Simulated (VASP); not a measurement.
Crystal: InPd.

```xyz
2
Lattice="3.2719 0.0000 0.0000 0.0000 3.2719 0.0000 0.0000 0.0000 3.2719" Properties=species:S:1:pos:R:3 pbc="T T T"
In    0.0000    0.0000    0.0000
Pd    1.6359    1.6359    1.6359
```

The cell comes from a database or a generator and needn't be the stable form of this composition.

- Program: VASP 6.6.1
- Task: relaxation of cell and atoms
- Functional: PBE
- Potentials or basis: VASP PAW PBE potentials, release 64 (In_d, Pd)
- Cutoff: 600 eV
- k mesh: 8 × 8 × 8
- Occupations: fermi-dirac, width 0.05 eV
- Spin: no spin polarisation

At the start: pressure 3.7 GPa; volume 17.51 Å³/atom.

Task: How do energy, volume and symmetry change on relaxing?

Result: Over 3 steps the energy falls by 5.9 meV/atom and the volume is 18.04 Å³/atom (+3.0 %); space group Pm-3m (No. 221, to 0.05 Å).

The path:
| step | energy change (eV) | largest force (eV/Å) | pressure (GPa) | volume (Å³) |
| --- | --- | --- | --- | --- |
| 1 | 0.0000 | 0.0000 | 3.70 | 35.03 |
| 2 | -0.0016 | 0.0000 | -3.02 | 37.12 |
| 3 | -0.0117 | 0.0000 | 0.00 | 36.08 |

Final structure:
```
In Pd
1.0
     3.30434    0.00000    0.00000
     0.00000    3.30434    0.00000
     0.00000    0.00000    3.30434
In Pd
1 1
Direct
  0.00000 0.00000 0.00000
  0.50000 0.50000 0.50000
```
